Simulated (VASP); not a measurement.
The system is Li2O.

```
Li O
1.0
     0.00000    2.31303    2.31303
     2.31303    0.00000    2.31303
     2.31303    2.31303    0.00000
Li O
2 1
Direct
  0.25000 0.25000 0.25000
  0.75000 0.75000 0.75000
  0.00000 0.00000 0.00000
```

| Quantity | Value |
| --- | --- |
| Program | VASP 6.6.1 |
| Task | relaxation of cell and atoms |
| Functional | PBE |
| Dispersion | D3(BJ) |
| Potentials or basis | VASP PAW PBE potentials, release 64 (Li_sv, O) |
| Cutoff | 600 eV |
| k mesh | 8 × 8 × 8 |
| Occupations | gaussian, width 0.02 eV |
| Spin | no spin polarisation |

At the start: pressure -5.6 GPa; volume 8.25 Å³/atom.

**Question.** Where does the relaxation end?

**Answer.** Over 4 steps the energy falls by 10.4 meV/atom and the volume is 7.69 Å³/atom (-6.8 %); space group Fm-3m (No. 225, to 0.05 Å).

The path:
| step | energy change (eV) | largest force (eV/Å) | pressure (GPa) | volume (Å³) |
| --- | --- | --- | --- | --- |
| 1 | 0.0000 | 0.0000 | -5.58 | 24.75 |
| 2 | -0.0258 | 0.0000 | -2.45 | 23.74 |
| 3 | -0.0310 | 0.0000 | -0.21 | 23.12 |
| 4 | -0.0311 | 0.0000 | 0.00 | 23.06 |

Final structure:
```cif
data_structure
_symmetry_space_group_name_H-M 'P 1'
_symmetry_Int_Tables_number 1
_cell_length_a 3.1951
_cell_length_b 3.1951
_cell_length_c 3.1951
_cell_angle_alpha 60.000
_cell_angle_beta 60.000
_cell_angle_gamma 60.000
_cell_volume 23.06
loop_
_atom_site_label
_atom_site_type_symbol
_atom_site_fract_x
_atom_site_fract_y
_atom_site_fract_z
_atom_site_occupancy
Li1 Li 0.25000 0.25000 0.25000 1
Li2 Li 0.75000 0.75000 0.75000 1
O1 O 0.00000 0.00000 0.00000 1
```

Caveat: the cutoff is under 1.25 times the usual one of these potentials, so pressure, stress and relaxed cells hold a basis-set (Pulay) error.
